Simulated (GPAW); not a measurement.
Crystal: Sn.

```
Sn
1.0
    -2.02919    2.02919    1.66076
     2.02919   -2.02919    1.66076
     2.02919    2.02919   -1.66076
Sn
1
Direct
  0.00000 0.00000 0.00000
```

This isn't the form of Sn at room conditions, which is tetragonal (white tin).

Base run:

| Property | Result |
| --- | --- |
| Program | GPAW 26.7.0 |
| Functional | PBEsol |
| Potentials or basis | PAW data sets generated in the run's folder for this functional |
| Cutoff | 600 eV |
| Basis | pw |
| k mesh | 10 × 10 × 10 |
| Occupations | gaussian, width 0.05 eV |
| Spin | no spin polarisation |

Its results: band gap on the k mesh none (metal or under the smearing width); pressure -2.2 GPa.

Problem. The run is repeated on the same cell with these changes: functional from PBEsol to BLYP; occupations from gaussian, width 0.05 eV to methfessel-paxton, width 0.1 eV. What comes out?

Solution. Band gap on the k mesh none (metal or under the smearing width); pressure 5.3 GPa.

Caveats: this smearing can pin the Fermi level at a band edge (some runs).

Not every run made on this cell is shown here.
